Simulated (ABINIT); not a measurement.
# KI (Fm-3m) in ABINIT: further runs, part 2 of 2

ABINIT 10.8.3 (patched build).

**5. Band structure, r2SCAN**

run.abi reads:

```
# Datasets: ground state, then fixed potential
ndtset 2

# Pseudopotentials
pp_dirpath "./"
pseudos "I_ONCV_PBE-1.2.upf, K_ONCV_PBE-1.2.upf"

# Structure
acell 3*1.0
rprim
     0.0000000000     6.6759772099     6.6759772099
     6.6759772099     0.0000000000     6.6759772099
     6.6759772099     6.6759772099     0.0000000000
ntypat 2
znucl 53 19
natom 2
typat 1 2
xred
     0.5000000000     0.5000000000     0.5000000000
     0.0000000000     0.0000000000     0.0000000000

# Plane-wave basis
ecut 42.0

# Exchange and correlation
ixc -497498
usekden 1

# Bands and occupations
occopt 3
tsmear 0.00183747

# SCF cycle
nstep 100

# Output
iomode 3
prtwf 0
prteig 0
prtebands 0
enunit 1
prtden1 1
prtkden1 1
prtvha1 1
prtvclmb1 1
prtpot1 1
prtelf1 1

# Dataset 1
kptopt1 1
ngkpt1 7 7 7
nshiftk1 1
shiftk1 0.0 0.0 0.0
nband1 17
tolvrs1 1.0e-9

# Dataset 2: bands along G-X-W-K-G-L-U-W-L-K
iscf2 -2
getden2 1
getkden2 1
nband2 23
nbdbuf2 4
tolwfr2 1.0e-11
kptopt2 -9
ndivsm2 5
prteig2 1
prtvol2 -3
kptbounds2
     0.0000000000     0.0000000000     0.0000000000
     0.5000000000     0.0000000000     0.5000000000
     0.5000000000     0.2500000000     0.7500000000
     0.3750000000     0.3750000000     0.7500000000
     0.0000000000     0.0000000000     0.0000000000
     0.5000000000     0.5000000000     0.5000000000
     0.6250000000     0.2500000000     0.6250000000
     0.5000000000     0.2500000000     0.7500000000
     0.5000000000     0.5000000000     0.5000000000
     0.3750000000     0.3750000000     0.7500000000
```

Potentials or basis: SG15 NC PBE v1.2.

Run with:

```console
$ mpirun --bind-to none -np 4 abinit run.abi > log 2>&1
```

It took 3 min on 4 MPI ranks of AMD EPYC 9R45 (Zen 5), shared host; peak memory 0.72 GiB.

The run converged. Its results:

- Free energy: -3470.8715 eV
- Pressure: -0.1 GPa
- Band gap on the k mesh: 4.57 eV, direct
- Band gap along the path: 4.57 eV, direct
- Valence electrons inside the program's atomic spheres: I 12.82; K 6.93

Levels at the corners of the path, in eV from the valence-band top:
| point | band 10 | band 11 | band 12 | band 13 | band 14 | band 15 | band 16 | band 17 |
| --- | --- | --- | --- | --- | --- | --- | --- | --- |
| Γ | -11.01 | 0.00 | 0.00 | 0.00 | 4.57 | 7.29 | 7.29 | 7.29 |
| X | -10.87 | -0.98 | -0.36 | -0.36 | 5.58 | 6.62 | 9.14 | 9.42 |
| W | -10.80 | -0.71 | -0.71 | -0.57 | 7.13 | 7.13 | 7.55 | 9.03 |
| K | -10.80 | -0.83 | -0.72 | -0.37 | 6.28 | 7.51 | 8.28 | 9.17 |
| Γ | -11.01 | 0.00 | 0.00 | 0.00 | 4.57 | 7.29 | 7.29 | 7.29 |
| L | -10.71 | -1.27 | -0.32 | -0.32 | 6.13 | 8.38 | 9.04 | 9.04 |
| U | -10.80 | -0.83 | -0.72 | -0.37 | 6.28 | 7.51 | 8.28 | 9.17 |
| W | -10.80 | -0.71 | -0.71 | -0.57 | 7.13 | 7.13 | 7.55 | 9.03 |
| L | -10.71 | -1.27 | -0.32 | -0.32 | 6.13 | 8.38 | 9.04 | 9.04 |
| K | -10.80 | -0.83 | -0.72 | -0.37 | 6.28 | 7.51 | 8.28 | 9.17 |

Caveat: the potentials were made for another functional, which shifts forces and pressure; spin-orbit coupling is left out, which moves the levels of the heavy elements.

**6. Band structure, r2SCAN**

run.abi: that of step 5 with these lines changed.

```diff
@@ -5,3 +5,3 @@
 pp_dirpath "./"
-pseudos "I_ONCV_PBE-1.2.upf, K_ONCV_PBE-1.2.upf"
+pseudos "I.upf, K.upf"
 
@@ -22,3 +22,3 @@
 # Plane-wave basis
-ecut 42.0
+ecut 44.0
 
@@ -27,2 +27,4 @@
 usekden 1
+nc_xccc_gspace 1
+boxcutmin 3.0
 
@@ -46,3 +48,2 @@
 prtpot1 1
-prtelf1 1
 
@@ -53,3 +54,3 @@
 shiftk1 0.0 0.0 0.0
-nband1 17
+nband1 12
 tolvrs1 1.0e-9
@@ -60,3 +61,3 @@
 getkden2 1
-nband2 23
+nband2 18
 nbdbuf2 4
```

Potentials or basis: PseudoDojo NC SR PBE v0.4.1 standard.

Run with:

```console
$ mpirun --bind-to none -np 4 abinit run.abi > log 2>&1
```

Run time: 8 min. Hardware: 4 MPI ranks of AMD EPYC 9R45 (Zen 5), shared host; peak memory 1.6 GiB.

Results (log left out):

```
Free energy                                           : -1186.5136 eV
Pressure                                              : 0.1 GPa
Band gap on the k mesh                                : 4.49 eV, direct
Band gap along the path                               : 4.49 eV, direct
Valence electrons inside the program's atomic spheres : I 2.91; K 6.94
```

Levels at the corners of the path, in eV from the valence-band top:
```
point  band 4  band 5  band 6  band 7  band 8  band 9  band 10  band 11  band 12  band 13
    Γ  -12.37  -10.89    0.00    0.00    0.00    4.49     7.06     7.06     7.06     7.93
    X  -12.39  -10.74   -1.02   -0.37   -0.37    5.37     6.42     8.88     9.39     9.53
    W  -12.40  -10.68   -0.74   -0.74   -0.59    6.96     6.96     7.33     8.90     9.57
    K  -12.38  -10.68   -0.87   -0.75   -0.38    6.08     7.31     8.16     9.04     9.28
    Γ  -12.37  -10.89    0.00    0.00    0.00    4.49     7.06     7.06     7.06     7.93
    L  -12.37  -10.60   -1.32   -0.33   -0.33    5.95     8.34     8.72     8.72     9.49
    U  -12.38  -10.68   -0.87   -0.75   -0.38    6.08     7.31     8.16     9.04     9.28
    W  -12.40  -10.68   -0.74   -0.74   -0.59    6.96     6.96     7.33     8.90     9.57
    L  -12.37  -10.60   -1.32   -0.33   -0.33    5.95     8.34     8.72     8.72     9.49
    K  -12.38  -10.68   -0.87   -0.75   -0.38    6.08     7.31     8.16     9.04     9.28
```

Caveat: a meta-GGA on potentials with a model core is unreliable; the potentials were made for another functional, which shifts forces and pressure; spin-orbit coupling is left out, which moves the levels of the heavy elements.

**7. The runs side by side**

```tsv
task	potentials or basis	cutoff (eV)	fine-grid cutoff	gap on the mesh (eV)	pressure (GPa)
equation of state	JTH PAW PBE v2.0	517	1034.03 eV	-	-
band structure	Ansatz PAW PBE default generated set, frozen core	490	979.61 eV	4.61	0.1
band structure	JTH PAW PBE v2.0	517	1034.03 eV	4.61	0.2
band structure	SG15 NC PBE v1.2	1143	-	4.57	-0.1
band structure	PseudoDojo NC SR PBE v0.4.1 standard	1197	-	4.49	0.1
```

Alike in all rows: level r2SCAN; no spin polarisation; cell as given; k mesh 7 × 7 × 7; smearing fermi-dirac 0.05 eV.

Caveats: spin-orbit coupling is left out, which moves the levels of the heavy elements (some runs); the PAW data sets were made with another functional, which shifts forces and pressure a little (some runs); totals of a meta-GGA on PAW files have another zero than those of a GGA (some runs); the potentials were made for another functional, which shifts forces and pressure (some runs); pressures at fixed basis lie under the slope of the energies (some runs); a meta-GGA on potentials with a model core is unreliable (some runs).

Absolute energies hang on the potentials; compare differences alone.

**8. How close it comes**

Step 3. Against the measured gap of KI, 6.32 eV (a printed reference work, monograph), the calculated 4.61 eV is off by -1.71 eV. Spin-orbit coupling on I is left out. The value is that of r2SCAN, without temperature or zero-point motion.

Step 4. Against the measured gap of KI, 6.32 eV (a printed reference work, monograph), the calculated 4.61 eV is off by -1.71 eV. Spin-orbit coupling on I is left out. The value is that of r2SCAN, without temperature or zero-point motion.
